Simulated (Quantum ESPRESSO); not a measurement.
**Pb: single point with LDA**

Crystal: Pb.

```xyz
1
Lattice="0.0000 2.4750 2.4750 2.4750 0.0000 2.4750 2.4750 2.4750 0.0000" Properties=species:S:1:pos:R:3 pbc="T T T"
Pb    0.0000    0.0000    0.0000
```

```yaml
Program: Quantum ESPRESSO 7.5
Task: single point
Functional: LDA
Potentials_or_basis: PseudoDojo 0.4 FR PBEsol standard
Cutoff: 762 eV
Density_cutoff: 3048 eV
k_mesh: 9 × 9 × 9
Occupations: fermi-dirac, width 0.1 eV
Spin: spin-orbit coupling, no magnetisation
```

```json
{
 "Pressure": "-2.1 GPa",
 "Band gap on the k mesh": "none (metal or under the smearing width)"
}
```

Levels at points of the mesh, in eV from the Fermi level:
```tsv
k point	band 12	band 13	band 14	band 15	band 16	band 17
(0.00, 0.00, 0.00)	-11.58	5.06	5.06	8.44	8.44	8.44
```

Wall time 24 s on 1 thread of AMD EPYC 7B13 (Zen 3), with other jobs on the host, peak memory 0.1 GiB.

Caveat: the potentials were made for another functional, which shifts forces and pressure.
